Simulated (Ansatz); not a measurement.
# AlNi (C2/m) in Ansatz: reference runs

How does AlNi come out in PBE? The cell is run as given and disturbed, and energy against volume gives the equilibrium volume and stiffness.

Everything below comes from runs of Ansatz 0.2.0. Logs are shortened: lines on timing, memory, paths and dates and some standing lists are left out, and cuts for length are marked.

## (1) The structure

The structure is monoclinic, space group C2/m (No. 12). Conventional cell: a = 4.601 Å, b = 2.789 Å, c = 4.111 Å, α = 90.00°, β = 109.27°, γ = 90.00°. Ni (site symmetry 2/m) is surrounded by 6 Al at 2.48 to 2.53 Å and 6 Ni at 2.69 to 2.79 Å. Al (site symmetry 2/m) has 6 Ni at 2.48 to 2.53 Å and 6 Al at 2.69 to 2.79 Å as nearest neighbours.

The cell comes from a database or a generator and needn't be the stable form of this composition.

## (2) Single point, PBE, collinear spin, ferromagnetic start

Input file input.yaml:

```yaml
crystal:
  lattice:
    - [2.300681, -1.39468, 0.0]
    - [2.300681, 1.39468, 0.0]
    - [-1.356451, 0.0, 3.880838]
  atoms:
    - { symbol: Ni, position: [0.5, 0.5, 0.5], spin: 1.0 }
    - { symbol: Al, position: [0.0, 0.0, 0.0] }
hamiltonian:
  xc: pbe
  pseudopotentials: { kind: paw }
magnetization:
  spin_polarized: true
kpoints:
  mp_grid: { grid: [11, 11, 7] }
scf:
  occupations: { method: fermi_dirac, width: 0.05 }
output:
  forces: true
  stress: true
  eigenvalues: true
```

Potentials or basis: Ansatz PAW.

Command:

```sh
$ ansatz run input.yaml --threads 2 --pin off --max-ram 5120MiB --backend cpu --events-out ev --progress --plain --runs-dir out
```

The log of the run:

```text
Warning: RAYON_NUM_THREADS=2 ignored (pool sized by the plan → 2); use --threads N
Engine: ansatz 0.2.0, aarch64-unknown-linux-gnu
Pseudopotentials: kind: paw
Pseudopotential: Ni, paw, valence charge 18, recommended cutoff 420 eV (normal), Ni.paw.azcp
Pseudopotential: Al, paw, valence charge 3, recommended cutoff 420 eV (normal), Al.paw.azcp
Functional definition: PBE
  parameter kappa = 0.804
  parameter beta = 0.06672455060314922
  exchange = pbe_x(kappa = kappa, mu = beta*pi^2/3)
  correlation = pbe_c(beta = beta)
Crystal: 2 atoms, lattice volume = 24.905 Å³
Basis set: ecut = 420 eV, 495 PW (Γ), exchange–correlation on 36×36×60 points (8 copies of the dense FFT grid, shifted against one another)
Bands: 15, of which v1, the nominal top of the filled ones, is band 11 counted from 1 (10 counted from 0)
Symmetry: 4 space group operations
Space group: C2/m (ITA 12), of the structure as read, at distance tolerance 2.9e-5 Å
Magnetic group: BNS 12.58 (UNI 65), of the structure as read, at distance tolerance 2.9e-5 Å
k-points: 234 of 847
Non-local potential: Ni, projectors of the file, l = 0: 3, l = 1: 2, l = 2: 3, l = 3: 1
Non-local potential: Al, projectors of the file, l = 0: 2, l = 1: 2, l = 2: 1
PAW form: soft (Blöchl's): semilocal exchange-correlation on the pseudo side does not see the compensation charge
PAW one-centre angular grid: Ni, 590 points (default); XC on 64 Gauss nodes
PAW one-centre angular grid: Al, 110 points (default); XC on 64 Gauss nodes
Initial density: superposition of atomic densities (chi_scale 0.1, normalization cell)
Starting moments: Σ|m| = 1 μB on 1 of 2 sites
Initial wavefunctions: pseudopotential atomic-orbital guess
Functional: x = pbe(κ = 0.804, μ = 0.2195149727645171), c = pbe(β = 0.06672455060314922)
iter 1 solved again at ethr=2.35e-3 eV; its pass at ethr=3.10e-3 eV (dr2=4.94e-1 eV) is discarded
SCF iter   1: F=—  HF=-6376.991886 eV  |F-HF|=—  |Δ(HF+E_count)|=         —  Δρ=9.34e-2 (↑9.34e-2 ↓5.09e-2)  dr2=4.94e-1  dr2_m=1.10e0  M=0.200 μB ∫|m|=0.267 μB  β_m=0.30  ethr=2.35e-3  ⟨swp⟩=1.0  Hψ=42969  notcnv=0
Mixer restart at iter 1: flushing history
preconditioner: auto → none  [metal: Δε(μ)=0.008 eV  Ē_g=8.903 eV  σ=0.050 eV  W_gap=0.04  n_scr=2 (ndim 8)  ℏωp=26.8 eV  f_vac=0.000  D(μ)=1.39/eV (n_scr^D=14)  sad-step TF]
SCF iter   2: F=—  HF=-6376.904181 eV  |F-HF|=—  |Δ(HF+E_count)|=   8.77e-2  Δρ=7.86e-2 (↑4.35e-2 ↓7.86e-2)  dr2=4.13e-1  dr2_m=8.11e-1  M=0.111 μB ∫|m|=0.152 μB  β_m=0.56  ethr=2.35e-3  ⟨swp⟩=2.3  Hψ=11320  notcnv=0
SCF iter   3: F=—  HF=-6377.855268 eV  |F-HF|=—  |Δ(HF+E_count)|=   9.51e-1  Δρ=4.94e-2 (↑4.94e-2 ↓1.75e-2)  dr2=2.09e-1  dr2_m=2.42e-1  M=0.066 μB ∫|m|=0.104 μB  β_m=0.68  ethr=1.97e-3  ⟨swp⟩=3.1  Hψ=16528  notcnv=0  defer=16
SCF iter   4: F=—  HF=-6378.044852 eV  |F-HF|=—  |Δ(HF+E_count)|=   1.90e-1  Δρ=1.07e-2 (↑1.07e-2 ↓5.17e-3)  dr2=5.06e-2  dr2_m=2.37e-3  M=-0.005 μB ∫|m|=0.005 μB  β_m=0.71  ethr=9.93e-4  ⟨swp⟩=2.0  Hψ=12229  notcnv=0  defer=11
SCF iter   5: F=—  HF=-6378.040033 eV  |F-HF|=—  |Δ(HF+E_count)|=   4.82e-3  Δρ=7.11e-3 (↑4.77e-3 ↓7.11e-3)  dr2=2.28e-2  dr2_m=3.29e-4  M=0.001 μB ∫|m|=0.007 μB  β_m=0.72  ethr=2.41e-4  ⟨swp⟩=2.0  Hψ=8687  notcnv=0  defer=11
SCF iter   6: F=—  HF=-6378.038330 eV  |F-HF|=—  |Δ(HF+E_count)|=   1.70e-3  Δρ=2.42e-3 (↑5.34e-4 ↓2.42e-3)  dr2=8.07e-4  dr2_m=4.84e-4  M=0.001 μB ∫|m|=0.005 μB  β_m=0.66  ethr=1.09e-4  ⟨swp⟩=2.4  Hψ=10952  notcnv=0  defer=11
SCF iter   7: F=—  HF=-6378.038646 eV  |F-HF|=—  |Δ(HF+E_count)|=   3.16e-4  Δρ=6.04e-4 (↑6.04e-4 ↓4.66e-4)  dr2=7.77e-6  dr2_m=6.22e-5  M=0.000 μB ∫|m|=0.002 μB  β_m=0.83  ethr=3.84e-6  ⟨swp⟩=2.0  Hψ=9865  notcnv=0  defer=11
SCF iter   8: F=—  HF=-6378.038642 eV  |F-HF|=—  |Δ(HF+E_count)|=   3.77e-6  Δρ=7.09e-5 (↑7.09e-5 ↓6.08e-5)  dr2=7.47e-8  dr2_m=9.51e-7  M=-0.000 μB ∫|m|=0.000 μB  β_m=0.92  ethr=3.70e-8  ⟨swp⟩=2.1  Hψ=11672  notcnv=0  defer=11
SCF iter   9: F=—  HF=-6378.038642 eV  |F-HF|=—  |Δ(HF+E_count)|=   1.20e-7  Δρ=1.72e-5 (↑1.72e-5 ↓1.36e-5)  dr2=1.54e-7  dr2_m=5.63e-9  M=-0.000 μB ∫|m|=0.000 μB  β_m=0.95  ethr=3.56e-10  ⟨swp⟩=2.0  Hψ=11826  notcnv=0  defer=11
SCF iter  10: F=—  HF=-6378.038642 eV  |F-HF|=—  |Δ(HF+E_count)|=   1.37e-8  Δρ=5.85e-6 (↑5.44e-6 ↓5.85e-6)  dr2=2.33e-8  dr2_m=3.18e-10  M=-0.000 μB ∫|m|=0.000 μB  β_m=0.97  ethr=3.56e-10  ⟨swp⟩=2.3  Hψ=9458  notcnv=0  defer=11
SCF iter  11: F=—  HF=-6378.038642 eV  |F-HF|=—  |Δ(HF+E_count)|=   2.85e-9  Δρ=8.79e-7 (↑8.79e-7 ↓7.52e-7)  dr2=5.07e-10  dr2_m=4.18e-12  M=-0.000 μB ∫|m|=0.000 μB  β_m=0.97  ethr=1.11e-10  ⟨swp⟩=2.4  Hψ=9260  notcnv=0  defer=11
SCF iter  12: F=-6378.038642 eV  HF=-6378.038642 eV  |F-HF|=2.73e-12  |Δ(HF+E_count)|=  3.91e-11  Δρ=2.88e-8 (↑2.27e-8 ↓2.88e-8)  dr2=8.71e-14  dr2_m=8.33e-14  M=-0.000 μB ∫|m|=0.000 μB  ethr=2.41e-12  ⟨swp⟩=1.9  Hψ=19838  notcnv=0
SCF 1 converged in 12 iterations: F = -6378.038642 eV  dr2 = 8.71e-14
WARN: the starting moments were not kept: the SCF closed with an absolute magnetisation of 3.4e-7 μB, where they sum to 1 μB in size (1 site). That is at most 0.1 of that sum. Measured as dr2_m measures the in/out step, that magnetisation stands 3.7e-14 eV from none, at or under the dr2_threshold of 1.0e-7 eV: it is no larger than a step whose dr2_m would equal this threshold. The system may hold no moment; this SCF shows only that its start led to no more than that. To try another start: raise the starting moments (crystal.atoms[].spin, magnetization.per_species, magnetization.initial_magnetization, or on a non-collinear deck that types none of these the spinor_matrix: blocks that start its atoms; where the total moment is fixed, keep their sum and leave initial_magnetization as it is; typed ones take the place of any that the run laid by itself, positive ones on a crystal's lanthanoids without a Hubbard term where scf.initial_density.shell_occupations: [] is typed) or, if the notice of its spin-set hold's release reads "site moments contracting" or "site moments show no strong build", lengthen the hold (scf.mixing.spin_hold: { on: { confirm: 4 } }; for m-r²SCAN on two components see the key's manual first). Each may lead to a state that holds a moment. A second SCF, from the converged charge density, with the starting moments and any scf.initial_density.shell_occupations laid on it anew, would have followed, and was not run: the deck does not ask for one (magnetization.retry_lost_moments is false, the default). To let it run, set magnetization.retry_lost_moments: true and run the deck again, where that key's refused combinations let it; where memory then withholds it, that run's warning says so.
SCF converged after 12 iterations
Magnetization: -0.0000 μB (10.5000 up, 10.5000 down)
Absolute magnetization: 0.0000 μB (∫|ρ↑−ρ↓|, with the PAW one-centre terms)
Spin contamination: 0.0000 ħ² per cell (⟨S²⟩ above its minimum at these occupations)
Per-site moments (μB) at R_I (Å): [(5.316082272461928e-8, 1.0246576410865735), (-6.232290117128329e-8, 1.0246576410865735)]
Free energy (F): -6378.038642 eV
Harris-Foulkes:  -6378.038642 eV  (|F-HF|=2.73e-12)
Internal energy: -6378.031131 eV  (E = F + TS)
E sigma→0 (E₀):  -6378.034886 eV
Entropy (-TS):   -0.007512 eV (-3.756 meV/atom)
Fermi energy:    13.141498 eV
--- Per-component energies (eV) ---
  E_band       = -348.258479
  E_kinetic    = 309.390902
  E_local      = -4691.457289  (includes V_loc(G=0)·N_el)
  E_nonlocal   = 647.942591
  E_hartree    = 2029.979827
  E_xc         = -125.639238
  E_vxc        = -139.737382  (∫ρ·V_xc dr)
  E_paw        = -2100.054983  (= ΣΔE_a)
  E_vpaw       = -534.357476  (= ΣTr[D̂ρ^β])
  E_aug_tail   = 0.000519  (compensation charges beyond the density's cutoff)
  E_ewald      = -2448.193461
  E_smearing   = -0.007512  (= −TS)
  E_closure    = 0.000000  (closes the sum)
  Σ components = -6378.038642   (vs F -6378.038642, Δ=0.00e0)
--- Forces (eV/Å), atoms counted from 1 ---
  atom   1  Ni    -0.00000000     0.00000000     0.00000000
  atom   2  Al     0.00000000     0.00000000     0.00000000
  max |Σ_I F_I| component: 2.52e-29 eV/Å
--- Stress (GPa, compression-positive) ---
        2.736455      -0.000000      -0.762363
       -0.000000       0.742303      -0.000000
       -0.762363      -0.000000       2.275450
  P = ⅓ Tr σ = 1.9181 GPa (19.181 kbar)
--- Band table (eV; the first three rows and the last of 468) ---
  k-point 0 ↑: bands = ["-89.9494", "-50.5495", "-50.2361", "-50.2128", "2.2657", "9.5239", "11.3001", "11.4269", "11.5999", "11.7804", "11.9092", "15.8589", "26.6496", "27.0399", "27.9837"]
  k-point 1 ↑: bands = ["-89.9494", "-50.5496", "-50.2361", "-50.2128", "2.4631", "8.9147", "11.0680", "11.2999", "11.5997", "11.7899", "11.9198", "17.1107", "26.3251", "27.3448", "27.6934"]
  k-point 2 ↑: bands = ["-89.9493", "-50.5498", "-50.2361", "-50.2128", "3.0302", "7.4574", "10.8250", "11.2991", "11.5980", "11.8118", "11.9439", "19.6348", "25.9203", "27.2657", "27.6966"]
  k-point 233 ↓: bands = ["-89.9418", "-50.5410", "-50.2798", "-50.2581", "8.2294", "9.5636", "10.0964", "10.9241", "11.2498", "12.7401", "13.5529", "15.5895", "18.7340", "19.8410", "22.3728"]
```

It took 6.3 s on 2 threads of Arm Neoverse V2, shared host; peak memory 0.48 GiB.

What came out:

- Free energy: -6378.0386 eV
- Pressure: 1.9 GPa
- Band gap on the k mesh: none (metal or under the smearing width)
- Net moment: 0.00 μB per cell
- Absolute moment: 0.00 μB per cell

Levels at points of the mesh, in eV from the Fermi level:
Spin up:
| k point | band 7 | band 8 | band 9 | band 10 | band 11 | band 12 | band 13 | band 14 | band 15 |
| --- | --- | --- | --- | --- | --- | --- | --- | --- | --- |
| (0.00, 0.00, 0.00) | -1.84 | -1.71 | -1.54 | -1.36 | -1.23 | 2.72 | 13.51 | 13.90 | 14.84 |
Spin down:
```
           k point  band 8  band 9  band 10  band 11  band 12  band 13  band 14  band 15
(0.00, 0.00, 0.00)   -1.71   -1.54    -1.36    -1.23     2.72    13.51    13.90    14.84
```

Caveat: the starting moments weren't kept.

## (3) Single point, PBE, collinear spin, ferromagnetic start (atoms moved at random, drawn with an rms of 0.05 Å)

Edit input.yaml of step 2 so:

```diff
@@ -6,4 +6,4 @@
   atoms:
-    - { symbol: Ni, position: [0.5, 0.5, 0.5], spin: 1.0 }
-    - { symbol: Al, position: [0.0, 0.0, 0.0] }
+    - { symbol: Ni, position: [0.477102, 0.510876, 0.506295], spin: 1.0 }
+    - { symbol: Al, position: [0.005124, 0.01198, 0.013759] }
 hamiltonian:
@@ -21 +21,5 @@
   eigenvalues: true
+  write_density: true
+  write_potential: true
+  elf: true
+  volumetric_format: npy
```

Potentials or basis: Ansatz PAW.

Command:

```sh
$ ansatz run input.yaml --threads 2 --pin off --max-ram 5120MiB --backend cpu --events-out ev --progress --plain --runs-dir out
```

The log of the run:

```text
Warning: RAYON_NUM_THREADS=2 ignored (pool sized by the plan → 2); use --threads N
[... 9 set-up lines as earlier in the session ...]
Crystal: 2 atoms, lattice volume = 24.905 Å³
Basis set: ecut = 420 eV, 495 PW (Γ), exchange–correlation on 36×36×60 points (8 copies of the dense FFT grid, shifted against one another)
Bands: 15, of which v1, the nominal top of the filled ones, is band 11 counted from 1 (10 counted from 0)
Symmetry: 1 space group operations
Space group: P1 (ITA 1), of the structure as read, at distance tolerance 2.9e-5 Å
Magnetic group: BNS 1.1 (UNI 1), of the structure as read, at distance tolerance 2.9e-5 Å
k-points: 424 of 847 (time reversal used)
[... 6 set-up lines as earlier in the session ...]
Starting moments: Σ|m| = 1 μB on 1 of 2 sites
[... 2 set-up lines as earlier in the session ...]
[... 19 lines left out ...]
SCF converged after 13 iterations
Magnetization: -0.0000 μB (10.5000 up, 10.5000 down)
Absolute magnetization: 0.0000 μB (∫|ρ↑−ρ↓|, with the PAW one-centre terms)
Spin contamination: 0.0000 ħ² per cell (⟨S²⟩ above its minimum at these occupations)
Per-site moments (μB) at R_I (Å): [(4.1730577319922706e-7, 1.0134296026140637), (-1.778765867843159e-7, 1.0134296026140637)]
Free energy (F): -6378.030007 eV
Harris-Foulkes:  -6378.030007 eV  (|F-HF|=2.18e-11)
Internal energy: -6378.022553 eV  (E = F + TS)
E sigma→0 (E₀):  -6378.026280 eV
Entropy (-TS):   -0.007454 eV (-3.727 meV/atom)
Fermi energy:    13.141697 eV
--- Per-component energies (eV) ---
  E_band       = -348.286564
  E_kinetic    = 309.423328
  E_local      = -4691.869114  (includes V_loc(G=0)·N_el)
  E_nonlocal   = 647.962538
  E_hartree    = 2030.161630
  E_xc         = -125.645692
  E_vxc        = -139.745404  (∫ρ·V_xc dr)
  E_paw        = -2100.069889  (= ΣΔE_a)
  E_vpaw       = -534.382179  (= ΣTr[D̂ρ^β])
  E_aug_tail   = 0.000518  (compensation charges beyond the density's cutoff)
  E_ewald      = -2447.985873
  E_smearing   = -0.007454  (= −TS)
  E_closure    = 0.000000  (closes the sum)
  Σ components = -6378.030007   (vs F -6378.030007, Δ=0.00e0)
--- Forces (eV/Å), atoms counted from 1 ---
  atom   1  Ni     0.11057346    -0.11497687     0.23137648
  atom   2  Al    -0.11057352     0.11497700    -0.23137813
  max |Σ_I F_I| component: 1.65e-6 eV/Å
--- Stress (GPa, compression-positive) ---
        2.936208       0.083344      -0.530848
        0.083344       0.706867       0.050818
       -0.530848       0.050818       2.602257
  P = ⅓ Tr σ = 2.0818 GPa (20.818 kbar)
--- Band table (eV; the first three rows and the last of 848) ---
  k-point 0 ↑: bands = ["-89.9503", "-50.5512", "-50.2367", "-50.2138", "2.2655", "9.5212", "11.2942", "11.4255", "11.6056", "11.7805", "11.9068", "15.8554", "26.6202", "27.0667", "27.9968"]
  k-point 1 ↑: bands = ["-89.9503", "-50.5513", "-50.2367", "-50.2138", "2.4628", "8.9138", "11.0649", "11.2995", "11.5995", "11.7889", "11.9168", "17.1091", "26.3171", "27.3508", "27.6961"]
  k-point 2 ↑: bands = ["-89.9503", "-50.5515", "-50.2367", "-50.2138", "3.0298", "7.4583", "10.8214", "11.2976", "11.5966", "11.8102", "11.9404", "19.6355", "25.9222", "27.2706", "27.6948"]
  k-point 423 ↓: bands = ["-89.9442", "-50.5441", "-50.2888", "-50.2370", "8.0876", "8.9112", "10.1611", "10.8814", "11.4971", "12.6950", "12.9311", "15.3775", "19.0849", "19.9331", "21.6647"]
```

rho_z.tsv:

```text
# z_ang	rho[e/angstrom^3]	rho_spin[e/angstrom^3]
# format = ansatz-planar-average/11
# lattice	2.300681000	-1.394680000	0.000000000
# lattice	2.300681000	1.394680000	0.000000000
# lattice	-1.356451000	0.000000000	3.880838000
# sites	2
# site	28	1.586257854	0.047103922	1.964848875
# site	13	0.020687439	0.009561926	0.053396450
0.000000	1.936455e-1	-1.153337e-8
0.137036	1.948104e-1	-1.491360e-8
0.274071	1.995130e-1	-3.142398e-8
0.411107	2.077336e-1	-5.920105e-8
0.548142	2.192967e-1	-9.450041e-8
0.685178	2.332827e-1	-1.309453e-7
[... 22 lines left out ...]
3.836995	2.011155e-1	-4.545807e-8
3.974030	1.955719e-1	-2.221317e-8
```

Wall time 24 s (2 threads of Arm Neoverse V2, shared host); peak memory 0.66 GiB.

Results:

```
Free energy            : -6378.0300 eV
Pressure               : 2.1 GPa
Largest force          : 0.281 eV/Å
Band gap on the k mesh : none (metal or under the smearing width)
Net moment             : 0.00 μB per cell
Absolute moment        : 0.00 μB per cell
```

Forces on the atoms (eV/Å):
```
Ni   0.111 -0.115  0.231
Al  -0.111  0.115 -0.231
```

Stress tensor (GPa, compression positive):
```
 2.94  0.08 -0.53
 0.08  0.71  0.05
-0.53  0.05  2.60
```

Levels at points of the mesh, in eV from the Fermi level:
Spin up:
| k point | band 7 | band 8 | band 9 | band 10 | band 11 | band 12 | band 13 | band 14 |
| --- | --- | --- | --- | --- | --- | --- | --- | --- |
| (0.00, 0.00, 0.00) | -1.85 | -1.72 | -1.54 | -1.36 | -1.23 | 2.71 | 13.48 | 13.92 |
Spin down:
| k point | band 6 | band 7 | band 8 | band 9 | band 10 | band 11 | band 12 | band 13 | band 14 | band 15 |
| --- | --- | --- | --- | --- | --- | --- | --- | --- | --- | --- |
| (0.00, 0.00, 0.00) | -3.62 | -1.85 | -1.72 | -1.54 | -1.36 | -1.23 | 2.71 | 13.48 | 13.92 | 14.86 |

Caveat: the starting moments weren't kept.

(Continued in part 2 of 2.)
